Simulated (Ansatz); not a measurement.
Crystal: Ti.

```
Ti
1.0
     2.95000    0.00000    0.00000
    -1.47500    2.55477    0.00000
     0.00000    0.00000    4.68000
Ti
2
Direct
  0.66667 0.33333 0.75000
  0.33333 0.66667 0.25000
```

```yaml
Program: Ansatz 0.2.0
Task: relaxation of cell and atoms
Functional: PBE
Dispersion: D4
Potentials_or_basis: all-electron LAPW, scalar-relativistic
Basis_error_allowed: 0.001 eV/atom
k_mesh: 10 × 10 × 6
Occupations: fermi-dirac, width 0.05 eV
Spin: no spin polarisation
```

At the start: volume 17.64 Å³/atom.

Question: How do energy, volume and symmetry change on relaxing?

Answer: Over 5 steps the energy falls by 5.5 meV/atom and the volume is 17.11 Å³/atom (-3.0 %); space group P6_3/mmc (No. 194, to 0.05 Å).

Step by step:
```tsv
step	energy change (eV)	largest force (eV/Å)	volume (Å³)
1	0.0000	0.0000	35.27
2	-0.0110	0.0000	34.27
3	-0.0110	0.0000	34.22
4	-0.0110	0.0000	34.22
5	-0.0110	0.0000	34.22
```

Final structure:
```cif
data_structure
_symmetry_space_group_name_H-M 'P 1'
_symmetry_Int_Tables_number 1
_cell_length_a 2.9244
_cell_length_b 2.9244
_cell_length_c 4.6202
_cell_angle_alpha 90.000
_cell_angle_beta 90.000
_cell_angle_gamma 120.000
_cell_volume 34.22
loop_
_atom_site_label
_atom_site_type_symbol
_atom_site_fract_x
_atom_site_fract_y
_atom_site_fract_z
_atom_site_occupancy
Ti1 Ti 0.66667 0.33333 0.75000 1
Ti2 Ti 0.33333 0.66667 0.25000 1
```
